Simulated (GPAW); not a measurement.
Write an ASE script for GPAW 26.7.0 that does the following.

```
Task                : band structure
Functional          : LDA
Potentials or basis : the program's PAW data sets (release 1.2.1) made for this functional
Cutoff              : 600 eV
Basis               : pw
k mesh              : 4 × 4 × 4
Occupations         : fermi-dirac, width 0.05 eV
Spin                : no spin polarisation
Maxiter             : 150
Band path           : GPZQGFP1Q1LZ
Band points         : 80
```

Ge:

```
CELL_PARAMETERS angstrom
5.01240 2.89391 1.98864
-5.01240 2.89391 1.98864
0.00000 -5.78782 1.98864
ATOMIC_POSITIONS crystal
Ge 0.27823 0.46995 0.97307
Ge 0.46995 0.97307 0.27823
Ge 0.97307 0.27823 0.46995
Ge 0.72177 0.53005 0.02693
Ge 0.53005 0.02693 0.72177
Ge 0.02693 0.72177 0.53005
Ge 0.28552 0.28552 0.28552
Ge 0.71448 0.71448 0.71448
```

This isn't the form of Ge at room conditions, which is diamond.

The input as run:

run.py

```python
from ase import Atoms
from ase.dft.bandgap import bandgap
from ase.io import write
from ase.units import GPa
from gpaw import GPAW, PW

atoms = Atoms(['Ge', 'Ge', 'Ge', 'Ge', 'Ge', 'Ge', 'Ge', 'Ge'],
              cell=[[5.0124018495, 2.8939115571, 1.9886385167],
                    [-5.0124018495, 2.8939115571, 1.9886385167],
                    [0.0, -5.7878231142, 1.9886385167]],
              scaled_positions=[[0.278233, 0.469947, 0.97307],
                                [0.469947, 0.97307, 0.278233],
                                [0.97307, 0.278233, 0.469947],
                                [0.721767, 0.530053, 0.02693],
                                [0.530053, 0.02693, 0.721767],
                                [0.02693, 0.721767, 0.530053],
                                [0.285519, 0.285519, 0.285519],
                                [0.714481, 0.714481, 0.714481]],
              pbc=True)

calc = GPAW(mode=PW(600),
            xc='LDA',
            kpts={'size': (4, 4, 4), 'gamma': True},
            occupations={'name': 'fermi-dirac', 'width': 0.05},
            nbands=32,
            convergence={'density': 1e-05, 'energy': 1e-05},
            maxiter=150,
            txt='gpaw.txt')
atoms.calc = calc
energy = atoms.get_potential_energy()
forces = atoms.get_forces()
stress = atoms.get_stress()
calc.write('gs.gpw')
write('result.traj', atoms)
print(f'Energy: {energy:.6f} eV')
print('Forces (eV/A):')
print(forces.round(4))
print('Stress (GPa):', (stress / GPa).round(3))
print('Fermi level:', round(calc.get_fermi_level(), 4), 'eV')
print(f'Gap: {bandgap(calc)[0]:.4f} eV, direct: {bandgap(calc, direct=True)[0]:.4f} eV')

path = atoms.cell.bandpath('GPZQGFP1Q1LZ', npoints=80, eps=1e-4)
bs_calc = calc.fixed_density(kpts=path, symmetry='off', nbands=59,
                             convergence={'bands': 'CBM+6.0', 'eigenstates': 1e-6}, txt='bands.txt')
bs = bs_calc.band_structure()
bs.write('bs.json')
print(f'Gap on the path: {bandgap(bs_calc)[0]:.4f} eV')
```

Potentials or basis: the program's PAW data sets (release 1.2.1) made for this functional, pw.

Command:

```console
$ OMP_NUM_THREADS=1 python run.py
```

It gave:

```
Pressure                : -4.8 GPa
Largest force           : 0.107 eV/Å
Band gap along the path : none (metal or under the smearing width)
```

It took 5.2 min on 1 thread of Arm Neoverse V2 (shared host), peak memory 0.85 GiB.
